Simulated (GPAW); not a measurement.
Runs of GPAW 26.7.0 on Mg. It takes space group P6_3/mmc (No. 194, hexagonal). Conventional cell: a = 3.209 Å, b = 3.209 Å, c = 5.210 Å, α = 90.00°, β = 90.00°, γ = 120.00°. Mg (site symmetry -6m2) has 12 Mg at 3.20 to 3.21 Å as nearest neighbours. 

| task | level | potentials or basis | cell | k mesh | cutoff (eV) | smearing | mixer | convergence | maxiter | band path | band points | grid spacing | other keys | mesh quality | gap on the mesh (eV) | pressure (GPa) |
| --- | --- | --- | --- | --- | --- | --- | --- | --- | --- | --- | --- | --- | --- | --- | --- | --- |
| electron localisation function | optPBE-vdW | GPAW PAW data sets (gpaw-data 1.2.1), pw | as given | 10 × 10 × 5 | 800 | improved-tetrahedron-method | msr1 weight=1 | default | 60 | - | - | - | several, not listed | not flagged | none | - |
| band structure | BLYP+D3M(BJ) | PAW data sets generated in the run's folder for this functional, pw | volume scaled by 1.08 | 10 × 10 × 5 | 800 | fermi-dirac 0.05 eV | - | - | 150 | GMKGALHA,LM,KH | 80 | - | - | not flagged | - | -5.3 |
| phonons | BLYP+D3 | PAW data sets generated in the run's folder for this functional, pw | atoms relaxed | 10 × 10 × 5 | 680 | fermi-dirac 0.05 eV | - | tight_forces | 150 | - | - | - | - | not flagged | none | -1.6 |
| band structure | BLYP | PAW data sets generated in the run's folder for this functional, pw | as given | 10 × 10 × 5 | 800 | fermi-dirac 0.05 eV | - | - | 150 | GMKGALHA,LM,KH | 100 | - | - | not flagged | - | (a) |

Alike in all rows: no spin polarisation.

**Question.** Estimate the missing entries.

**Answer.** (a) 0.4.

Caveats: pairwise dispersion overbinds metals, which lowers pressure and volume (some runs); the PAW data sets were made with another functional, which shifts forces and pressure a little (some runs); the cutoff is short for stress and forces, so pressures can be off by a GPa or more (some runs).

A gap of «none» marks a metal or a gap under the smearing width.

Runs at the PBE level aren't shown here.
